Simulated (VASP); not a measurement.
## CdF2 (111), 3 units in VASP

Aim: model CdF2 (111), 3 units by a slab and find how far its highest filled level lies below the vacuum.

Calculated with VASP 6.6.1; PBE; plane waves and PAW (F, Cd).

Most raw output is cut from this account.

### 1. The structure

The cell holds 9 atoms: 6 F and 3 Cd. Its edges and angles: a = 3.811 Å, b = 3.811 Å, c = 25.780 Å, α = 90.0°, β = 90.0°, γ = 120.0°. It derives from CdF2 (fluorite CdF2). Vacuum lies along c.

As a file:

```xyz
9
Lattice="3.8113 0.0000 0.0000 -1.9057 3.3007 0.0000 0.0000 0.0000 25.7798" Properties=species:S:1:pos:R:3
F     1.9057    1.1002    9.0000
F     0.0000    0.0000   10.5560
F     0.0000    2.2005   12.1119
F     1.9057    1.1002   13.6679
F     0.0000    0.0000   15.2238
F     0.0000    2.2005   16.7798
Cd    0.0000    2.2005    9.7780
Cd    0.0000    0.0000   12.8899
Cd    1.9057    1.1002   16.0018
```

### 2. Surface relaxation

All atoms relax at the fixed cell.

File INCAR:

```
SYSTEM = CdF2
PREC = Normal
ENCUT = 400
EDIFF = 1E-05
NELM = 120
ISMEAR = 0
SIGMA = 0.05
LREAL = .FALSE.
ALGO = Fast
GGA = PE
NBANDS = 48
LORBIT = 11
LWAVE = .FALSE.
LCHARG = .FALSE.
KPAR = 4
IBRION = 2
NSW = 40
ISIF = 2
EDIFFG = -0.03
POTIM = 0.4
MAXMIX = 40
IDIPOL = 3
LDIPOL = .TRUE.
DIPOL = 0.5 0.5 0.5
```

File POSCAR:

```
CdF2
1.0
    3.8113055500      0.0000000000      0.0000000000
   -1.9056527800      3.3006874300      0.0000000000
    0.0000000000      0.0000000000     25.7797948773
F Cd
6 3
Direct
    0.6666666700      0.3333333300      0.3491106133
    0.0000000000      0.0000000000      0.4094663680
    0.3333333300      0.6666666700      0.4698221227
    0.6666666700      0.3333333300      0.5301778773
    0.0000000000      0.0000000000      0.5905336320
    0.3333333300      0.6666666700      0.6508893867
    0.3333333300      0.6666666700      0.3792884906
    0.0000000000      0.0000000000      0.5000000000
    0.6666666700      0.3333333300      0.6207115094
```

File KPOINTS:

```
Automatic mesh
0
Gamma
12 12 1
0 0 0
```

PAW data sets: F and Cd (PBE family, release 64).

Started as:

```
$ mpirun -np 4 vasp_std
```

Run time: 2.4 min. Hardware: 4 MPI ranks of Intel Xeon 6975P-C (Granite Rapids), shared host; peak memory 1.3 GiB.

The gap is read on the k-mesh alone, so it is an upper bound where the band edges lie off the mesh. The run keeps the 12 symmetry operations of its start, so it cannot find a distortion of lower symmetry.

The steps of the relaxation:

| step | energy less that of the first step (eV) | largest force (eV/Å) |
| --- | --- | --- |
| 1 | 0.0000 | 0.3028 |
| 2 | -0.0098 | 0.2859 |
| 3 | -0.0323 | 0.2170 |
| 4 | -0.0501 | 0.3781 |
| 5 | -0.0590 | 0.3568 |
| 6 | -0.0791 | 0.2903 |
| 7 | -0.0848 | 0.2796 |
| 8 | -0.0882 | 0.1875 |
| 9 | -0.0950 | 0.1524 |
| 10 | -0.1058 | 0.0645 |
| 11 | -0.1062 | 0.0314 |
| 12 | -0.1062 | 0.0657 |
| 13 | -0.1064 | 0.0114 |

The atoms that moved most (Å):

| atom | dx | dy | dz | length |
| --- | --- | --- | --- | --- |
| F6 | 0.000 | 0.000 | 0.218 | 0.218 |
| F1 | 0.000 | 0.000 | -0.218 | 0.218 |
| Cd7 | 0.000 | 0.000 | -0.153 | 0.153 |
| Cd9 | 0.000 | 0.000 | 0.153 | 0.153 |
| F5 | 0.000 | 0.000 | 0.106 | 0.106 |
| F2 | 0.000 | 0.000 | -0.106 | 0.106 |
| F4 | 0.000 | 0.000 | 0.048 | 0.048 |
| F3 | 0.000 | 0.000 | -0.048 | 0.048 |

Final coordinates:

```xyz
9
Lattice="3.8113 0.0000 0.0000 -1.9057 3.3007 0.0000 0.0000 0.0000 25.7798" Properties=species:S:1:pos:R:3
F     1.9057    1.1002    8.7818
F     0.0000    0.0000   10.4503
F     0.0000    2.2005   12.0634
F     1.9057    1.1002   13.7164
F     0.0000    0.0000   15.3295
F     0.0000    2.2005   16.9980
Cd    0.0000    2.2005    9.6248
Cd    0.0000    0.0000   12.8899
Cd    1.9057    1.1002   16.1550
```

This step gave:

```yaml
electronic_cycles: 108
electrons: 78
free_energy_toten: -32.40 eV
fermi_energy: -5.633 eV
labelled_metallic_from_the_levels_on_this_mesh: no
dipole_moment: 0, 0, 0 e·Å
gap_on_the_k_mesh: 3.163 eV
least_direct_gap_on_the_k_mesh: 3.396 eV
```

The run ended after 13 ionic steps, 0.106 eV below its first step, once the forces on the free atoms met EDIFFG = -0.03.

Only the dipole across the slab is computed (IDIPOL = 3); zeros along the plane are no results.

### 3. Vacuum level and density of states

A static run writes the electrostatic potential without exchange and correlation (LVHAR), which is flat in the vacuum and gives the level to count from. The dipole correction cancels the field that unlike faces would set up across the vacuum.

File INCAR:

```
SYSTEM = CdF2
PREC = Normal
ENCUT = 400
EDIFF = 1E-06
NELM = 120
ISMEAR = 0
SIGMA = 0.05
LREAL = .FALSE.
ALGO = Fast
GGA = PE
NBANDS = 61
LORBIT = 11
LWAVE = .FALSE.
LCHARG = .TRUE.
IDIPOL = 3
LDIPOL = .TRUE.
DIPOL = 0.5 0.5 0.5
LVHAR = .TRUE.
LVACPOTAV = .TRUE.
LELF = .TRUE.
NEDOS = 1500
```

File POSCAR:

```
CdF2
1.0
    3.8113055500      0.0000000000      0.0000000000
   -1.9056527800      3.3006874300      0.0000000000
    0.0000000000      0.0000000000     25.7797948773
F Cd
6 3
Direct
    0.6666666700      0.3333333300      0.3406467427
    0.0000000000      0.0000000000      0.4053663452
    0.3333333300      0.6666666700      0.4679418213
    0.6666666700      0.3333333300      0.5320581787
    0.0000000000      0.0000000000      0.5946336548
    0.3333333300      0.6666666700      0.6593532573
    0.3333333300      0.6666666700      0.3733463824
    0.0000000000      0.0000000000      0.5000000000
    0.6666666700      0.3333333300      0.6266536176
```

KPOINTS is that of step 2.

File KPOINTS_OPT:

```
Line mode
14
Line-mode
Reciprocal
  0.00000000   0.00000000   0.00000000 GAMMA
  0.50000000   0.00000000   0.00000000 M

  0.50000000   0.00000000   0.00000000 M
  0.33333333   0.33333333   0.00000000 K

  0.33333333   0.33333333   0.00000000 K
  0.00000000   0.00000000   0.00000000 GAMMA
```

Started as:

```
$ mpirun -np 4 vasp_std
```

It took 67 s on 4 MPI ranks; peak memory 0.91 GiB; 3.9 min of CPU time.

Numbers from this step:

| Quantity | Value |
| --- | --- |
| electronic cycles | 19 |
| Fermi energy | -5.647 eV |
| least gap on mesh and path | 3.163 eV |
| least direct gap on mesh and path | 3.394 eV |
| ionisation potentials of the upper and lower face | 8.408, 8.408 eV |
| electron affinities of the upper and lower face | 5.245, 5.245 eV |

The electronic bands at the labelled points (eV, zero at the valence-band top; v1 is the highest filled band, c1 the lowest empty one):

| point | v4 | v3 | v2 | v1 | c1 | c2 | c3 | c4 |
| --- | --- | --- | --- | --- | --- | --- | --- | --- |
| Γ | -0.24 | -0.24 | -0.23 | -0.23 | 3.16 | 3.94 | 5.36 | 7.75 |
| 0.54 of the way | -0.31 | -0.28 | -0.14 | -0.10 | 4.90 | 5.31 | 6.32 | 8.66 |
| M | -0.26 | -0.18 | -0.06 | 0.00 | 6.70 | 6.73 | 7.25 | 9.22 |
| 0.54 of the way | -0.23 | -0.21 | -0.09 | -0.06 | 6.86 | 6.89 | 7.39 | 9.57 |
| K | -0.26 | -0.13 | -0.12 | -0.12 | 7.05 | 7.05 | 7.51 | 10.23 |
| 0.46 of the way | -0.31 | -0.27 | -0.17 | -0.05 | 5.32 | 5.67 | 6.59 | 8.97 |
| Γ | -0.24 | -0.24 | -0.23 | -0.23 | 3.16 | 3.94 | 5.36 | 7.75 |

Of the projections kept (F, Cd), the largest for each band there; the rest of the weight can lie on other orbitals:

| point | v4 | v3 | v2 | v1 | c1 | c2 | c3 | c4 |
| --- | --- | --- | --- | --- | --- | --- | --- | --- |
| Γ | F 0.76 | F 0.76 | F 0.76 | F 0.76 | Cd 0.73 | Cd 0.65 | Cd 0.58 | F 0.57 |
| M | F 0.80 | F 0.92 | F 0.84 | F 0.87 | Cd 0.61 | Cd 0.62 | Cd 0.65 | F 0.57 |
| K | F 0.93 | F 0.87 | F 0.93 | F 0.93 | Cd 0.63 | Cd 0.63 | Cd 0.64 | F 0.51 |
| Γ | F 0.76 | F 0.76 | F 0.76 | F 0.76 | Cd 0.73 | Cd 0.65 | Cd 0.58 | F 0.57 |

The density of states has structure finer than the step of the table below, so its rows give means over 1 eV, whole bins alone (the curve runs from -12.0 to 11.1 eV). Peaks (eV: height): total -5.0: 34.8, -4.5: 49.0, -1.6: 16.7, -0.4: 33.4; F p -5.0: 3.75, -2.3: 6.29, -1.6: 11.1, -0.4: 25.1; Cd s 6.5: 1.59, 6.7: 1.86, 6.9: 2.01, 7.3: 1.73; Cd p -1.6: 0.482, 9.3: 0.852, 9.9: 1.05, 10.3: 0.877; Cd d -5.0: 27.1, -4.4: 45.4.

Means over bins of 0.086 eV. The density of states by energy, zero at the valence-band top; means over each step; values in states/eV/cell:

| energy (eV) | total | F p | Cd s | Cd p | Cd d |
| --- | --- | --- | --- | --- | --- |
| -7 | 0 | 0 | 0 | 0 | 0 |
| -6 | 0.0142 | 0.00208 | 0 | 0 | 0.0104 |
| -5 | 22.4 | 1.68 | 0.0284 | 0.0215 | 18.8 |
| -4 | 7.51 | 0.140 | 0.00448 | 0.00206 | 6.99 |
| -3 | 4.22 | 2.23 | 0.423 | 0.0148 | 0.382 |
| -2 | 10.0 | 6.30 | 0.153 | 0.276 | 0.782 |
| -1 | 8.81 | 6.13 | 0.0419 | 0.156 | 0.648 |
| 0 | 12.9 | 9.50 | 0.00275 | 0.0131 | 1.30 |
| 1 | 0 | 0 | 0 | 0 | 0 |
| 2 | 0 | 0 | 0 | 0 | 0 |
| 3 | 0.0936 | 0.00603 | 0.0339 | 2.2e-4 | 2.8e-4 |
| 4 | 0.510 | 0.0696 | 0.170 | 0.00610 | 0.00167 |
| 5 | 0.830 | 0.155 | 0.271 | 0.0149 | 0.00337 |
| 6 | 1.84 | 0.405 | 0.642 | 0.0376 | 0.00831 |
| 7 | 2.65 | 0.651 | 1.11 | 0.0354 | 0.0122 |
| 8 | 0.820 | 0.0730 | 0.0593 | 0.0340 | 0.00209 |
| 9 | 3.14 | 0.208 | 0.135 | 0.255 | 0.0102 |
| 10 | 5.97 | 0.451 | 0.257 | 0.674 | 0.0308 |

Zero at the Fermi level. The planar average of the electrostatic potential by height:

| height (Å) | planar average of the electrostatic potential (eV) |
| --- | --- |
| 0.0 | 8.19 |
| 0.5 | 8.19 |
| 1.0 | 8.19 |
| 1.5 | 8.19 |
| 2.0 | 8.19 |
| 2.5 | 8.18 |
| 3.0 | 8.18 |
| 3.5 | 8.18 |
| 4.0 | 8.18 |
| 4.5 | 8.18 |
| 5.0 | 8.18 |
| 5.5 | 8.18 |
| 6.0 | 8.18 |
| 6.5 | 8.18 |
| 7.0 | 8.16 |
| 7.5 | 8.03 |
| 8.0 | 7.27 |
| 8.5 | 2.24 |
| 9.0 | -1.30 |
| 9.5 | 0.886 |
| 10.0 | -0.225 |
| 10.5 | -0.543 |
| 11.0 | 5.50 |
| 11.5 | 5.63 |
| 12.0 | -0.436 |
| 12.5 | -0.341 |
| 13.0 | 0.812 |
| 13.5 | -1.44 |
| 14.0 | 2.06 |
| 14.5 | 6.52 |
| 15.0 | 2.69 |
| 15.5 | -1.43 |
| 16.0 | 0.799 |
| 16.5 | 0.179 |
| 17.0 | -0.733 |
| 17.5 | 5.32 |
| 18.0 | 7.78 |
| 18.5 | 8.11 |
| 19.0 | 8.17 |
| 19.5 | 8.18 |
| 20.0 | 8.18 |
| 20.5 | 8.18 |
| 21.0 | 8.18 |
| 21.5 | 8.18 |
| 22.0 | 8.18 |
| 22.5 | 8.18 |
| 23.0 | 8.19 |
| 23.5 | 8.19 |
| 24.0 | 8.19 |
| 24.5 | 8.19 |
| 25.0 | 8.19 |
| 25.5 | 8.19 |

Density of states in the PAW spheres, an atom over height of the layer and energy from the Fermi level.

Ten even steps from '_' (0.0 states/eV) to '@' (11.0 states/eV), each cell a mean:
```
__________________
__________________
--__::::__::::__--
..__....__....__..
..____..__..____..
..__....__....__..
..__....__....__..
__________________
__________________
__________________
__________________
__________________
________..________
__@@____@@____@@__
__##____==____##__
__--____--____--__
__________________
__________________
__________________
__________________
__________________
__________________
```
Columns: height of the layer (Å) from 8.8 to 17 (not evenly spaced); rows upwards: energy from the Fermi level (eV) from -7.9 to 0.5.

Valence density in the ca plane at fractional y = 0.000, with atoms of F and Cd within 0.2 Å of it. It is the smooth field of the valence electrons, not physical close to the nuclei.

Ten steps, logarithmic in the rise over the least value, from '0' (0 e/Å³) to '9' (11 e/Å³), each cell a mean:
```
00000000000000000000001379852368985225897310
00000000000000000000001245531236653113554210
00000000000000000000011122210112321111222111
00000000000000000000112211000111111100011221
00000000000000000001122221001111111110012222
00000000000000000001122221001111111100012222
00000000000000000000111111100111211100111111
00000000000000000000001133321124542112332110
00000000000000000000001367742257874224775210
00000000000000000000001489962368986336997410
```
Columns run along c (16.0 Å, from fractional 0.05 to 0.67 of the cell), rows up along a (3.8 Å). Atoms in or near the plane, at fractional coordinates: F at (0.41, 0.00), F at (0.59, 0.00), Cd at (0.50, 0.00).

Electrostatic potential energy in the ca plane at fractional y = 0.000, with atoms of F and Cd within 0.2 Å of it. With pseudopotentials it is smooth inside the atoms' cores, unlike the true potential.

Values in eV, 6 rows by 16 columns, each cell a mean:
```
  3   3   3   3   3   2   2   2  -3 -16  -4 -15 -12  -6 -14   1
  3   3   3   3   3   3   2   1  -2   0   0  -7  -4   1  -1  -1
  3   3   3   3   3   3   2   0  -6  -1   1   0   1   1  -4  -4
  3   3   3   3   3   3   2   0  -5  -1   1  -1   0   1  -3  -3
  3   3   3   3   3   3   2   1  -1  -3  -1 -11  -7   0  -3   0
  3   3   3   3   3   2   2   2  -4 -20  -5 -15 -13  -8 -18   1
```
Columns run along c (16.0 Å, from fractional 0.05 to 0.67 of the cell; values clipped at the 3rd and 97th percentile), rows up along a (3.8 Å). Atoms in or near the plane, at fractional coordinates: F at (0.41, 0.00), F at (0.59, 0.00), Cd at (0.50, 0.00).

ELF in the ca plane at fractional y = 0.000, with atoms of F and Cd within 0.2 Å of it. It is the smooth field of the valence electrons, not physical close to the nuclei.

Ten even steps from '0' (0.00) to '9' (0.81), each cell a mean:
```
00000000000000000000002699994120002139989720
00000000000000000000000279972022122116997300
00000000000000000153100013310001211001331000
00000000000000000001110000000110001100000101
00000000000000000212211111001331013310011111
00000000000000000001110110000221002210001101
00000000000000000021100001100110000000110001
00000000000000000000000137741012221003774100
00000000000000000000001499983121012128999510
00000000000000000000004697895120002139879851
```
Columns run along c (16.0 Å, from fractional 0.05 to 0.67 of the cell), rows up along a (3.8 Å). Atoms in or near the plane, at fractional coordinates: F at (0.41, 0.00), F at (0.59, 0.00), Cd at (0.50, 0.00).

The map of layer states is cut here 0.5 eV above the Fermi level, so it leaves out the states above that.

The program warns that it found no field-free vacuum at its default tolerance, so these levels carry more doubt.

### 4. The slab in a field, field -0.1

A field across the slab, with the atoms held, gives the electronic response: the dipole changes linearly with the field, and the energy has a linear term from the slab's own dipole and a quadratic one from its polarisability.

File INCAR:

```
SYSTEM = CdF2
PREC = Normal
ENCUT = 400
EDIFF = 1E-06
NELM = 120
ISMEAR = 0
SIGMA = 0.05
LREAL = .FALSE.
ALGO = Fast
GGA = PE
NBANDS = 48
LORBIT = 11
LWAVE = .FALSE.
LCHARG = .FALSE.
KPAR = 4
IDIPOL = 3
LDIPOL = .TRUE.
DIPOL = 0.5 0.5 0.5
EFIELD = -0.1
LVHAR = .TRUE.
```

POSCAR is that of step 3.

KPOINTS is that of step 3.

Started as:

```
$ mpirun -np 4 vasp_std
```

Elapsed: 27 s, on 4 MPI ranks; peak memory 1.2 GiB.

Numbers from this step:

| Quantity | Value |
| --- | --- |
| electronic cycles | 20 |
| Fermi energy | -5.561 eV |
| dipole moment | 0, 0, -0.04385 e·Å |
| gap on the k-mesh | 3.068 eV |
| least direct gap on the k-mesh | 3.261 eV |

The planar average of the electrostatic potential oscillates, so the rows of the table below give means over windows of 1 Å about each position, cut where the curve ends. Its maxima inside the range that stand out by 2 % of the span (Å: eV): 7.1: 7.80, 9.5: 0.696, 11.3: 6.40, 13.0: 0.740, 14.5: 6.52, 16.3: 0.934, 25.4: 9.03. Its minima: 0.4: 7.17, 9.0: -1.52, 10.2: -1.62, 12.3: -1.56, 13.5: -1.52, 15.6: -1.42, 16.8: -1.26.

Zero at the Fermi level. The planar average of the electrostatic potential by height; means over each step:

| height (Å) | planar average of the electrostatic potential (eV) |
| --- | --- |
| 0 | 7.45 |
| 1 | 7.23 |
| 2 | 7.33 |
| 3 | 7.43 |
| 4 | 7.53 |
| 5 | 7.63 |
| 6 | 7.72 |
| 7 | 7.78 |
| 8 | 6.26 |
| 9 | -0.345 |
| 10 | -0.382 |
| 11 | 4.13 |
| 12 | 0.628 |
| 13 | 0.103 |
| 14 | 2.27 |
| 15 | 2.67 |
| 16 | 0.215 |
| 17 | 0.630 |
| 18 | 7.60 |
| 19 | 8.37 |
| 20 | 8.49 |
| 21 | 8.59 |
| 22 | 8.69 |
| 23 | 8.80 |
| 24 | 8.90 |
| 25 | 8.99 |

Force by atom:

| atom | x (eV/Å) | y (eV/Å) | z (eV/Å) | size |
| --- | --- | --- | --- | --- |
| F1 | 0.0000 | 0.0000 | -0.0411 | 0.0411 |
| F2 | 0.0000 | 0.0000 | -0.0550 | 0.0550 |
| F3 | 0.0000 | 0.0000 | -0.0400 | 0.0400 |
| F4 | 0.0000 | 0.0000 | -0.0471 | 0.0471 |
| F5 | 0.0000 | 0.0000 | -0.0307 | 0.0307 |
| F6 | 0.0000 | 0.0000 | -0.0355 | 0.0355 |
| Cd7 | 0.0000 | 0.0000 | 0.0819 | 0.0819 |
| Cd8 | 0.0000 | 0.0000 | 0.0870 | 0.0870 |
| Cd9 | 0.0000 | 0.0000 | 0.0805 | 0.0805 |

VASP counts the dipole in electrons times Å, so a positive number points the physical dipole along −c. A positive EFIELD is likewise a physical field along −c.

Energy at zero smearing: -32.39842 eV.

### 5. The slab in a field, field 0.1

INCAR, as its differences from that of step 4:

```diff
@@ -18,3 +18,3 @@
 DIPOL = 0.5 0.5 0.5
-EFIELD = -0.1
+EFIELD = 0.1
 LVHAR = .TRUE.
```

POSCAR is that of step 4.

KPOINTS is that of step 4.

Started as:

```
$ mpirun -np 4 vasp_std
```

Run time: 26 s. Hardware: 4 MPI ranks; peak memory 1.2 GiB; 90 s of CPU time.

This step gave:

```yaml
fermi_energy: -5.540 eV
dipole_moment: 0, 0, 0.04384 e·Å
```

The planar average of the electrostatic potential oscillates, so the rows of the table below give means over windows of 1 Å about each position, cut where the curve ends. Its maxima inside the range that stand out by 2 % of the span (Å: eV): 0.4: 9.01, 9.5: 0.913, 11.3: 6.50, 12.8: 0.719, 14.5: 6.38, 16.3: 0.674, 18.7: 7.78. Its minima: 9.0: -1.28, 10.2: -1.44, 12.3: -1.54, 13.5: -1.58, 15.6: -1.64, 16.8: -1.54, 25.4: 7.15.

Zero at the Fermi level. Table of planar average of the electrostatic potential by height; means over each step:

| height (Å) | planar average of the electrostatic potential (eV) |
| --- | --- |
| 0 | 8.73 |
| 1 | 8.95 |
| 2 | 8.85 |
| 3 | 8.75 |
| 4 | 8.65 |
| 5 | 8.55 |
| 6 | 8.45 |
| 7 | 8.31 |
| 8 | 6.62 |
| 9 | -0.0973 |
| 10 | -0.191 |
| 11 | 4.25 |
| 12 | 0.663 |
| 13 | 0.0754 |
| 14 | 2.17 |
| 15 | 2.49 |
| 16 | -0.0305 |
| 17 | 0.324 |
| 18 | 7.17 |
| 19 | 7.76 |
| 20 | 7.68 |
| 21 | 7.58 |
| 22 | 7.48 |
| 23 | 7.38 |
| 24 | 7.28 |
| 25 | 7.19 |

Force by atom:

| atom | x (eV/Å) | y (eV/Å) | z (eV/Å) | size |
| --- | --- | --- | --- | --- |
| F1 | 0.0000 | 0.0000 | 0.0355 | 0.0355 |
| F2 | 0.0000 | 0.0000 | 0.0307 | 0.0307 |
| F3 | 0.0000 | 0.0000 | 0.0472 | 0.0472 |
| F4 | 0.0000 | 0.0000 | 0.0400 | 0.0400 |
| F5 | 0.0000 | 0.0000 | 0.0550 | 0.0550 |
| F6 | 0.0000 | 0.0000 | 0.0411 | 0.0411 |
| Cd7 | 0.0000 | 0.0000 | -0.0805 | 0.0805 |
| Cd8 | 0.0000 | 0.0000 | -0.0870 | 0.0870 |
| Cd9 | 0.0000 | 0.0000 | -0.0819 | 0.0819 |

Energy at zero smearing: -32.39842 eV.

### 6. Derived quantities

This step: slab, PBE; plane waves and PAW (VASP 6.6.1).

Derived from the runs above.

This step gave:

* polarisability per area of the slab or monolayer: 0.5019 Å
* ionisation potential at the upper face: 8.408 eV

VASP counts both for electrons: a positive EFIELD is a field along -c, and a positive dipole, in electrons times A, points along -c. Field, by row:

| EFIELD (eV/Å) | dipole along z (e Å) | energy change (eV) |
| --- | --- | --- |
| -0.1 | -0.04385 | -0.002202 |
| 0 | 0 | 0 |
| 0.1 | 0.04384 | -0.002202 |

The polarisability is the slope of the dipole against the field, as a volume for each unit of area.

### 7. What came out

* ionisation potential of the slab: 8.41 eV
* polarisability per area of the slab or monolayer: 0.502 Å

In words: The ionisation potential is 8.41 eV at both faces. The atom that ends on top (F) moved outwards by 0.22 Å, counted from the mean of all atoms. The program warned about the flatness of the vacuum, which adds doubt to these levels. Semilocal band edges put the ionisation potential too low and the gap too small. The cell in the plane was kept as given and was not relaxed here. The slab has a gap, so the level below the vacuum is counted from the highest filled level.

[Lines on the potential files, build, host, timing and source positions are cut from VASP's logs without a mark.]

[Logs are printed without paths, hosts, clocks, repeated set-up lines and the standing remarks that a program may print on its own settings, such as how far it seeks lower states.]

[Hosts, paths, dates, database ids (printed as entryN), source tags and the programs' standing remarks are cut or masked in the printed files.]

[In band tables of VASP the shares of atoms and orbitals are scaled to a sum of 1 inside the atoms' spheres.]

[Runs that stopped without an error message from VASP are left out.]
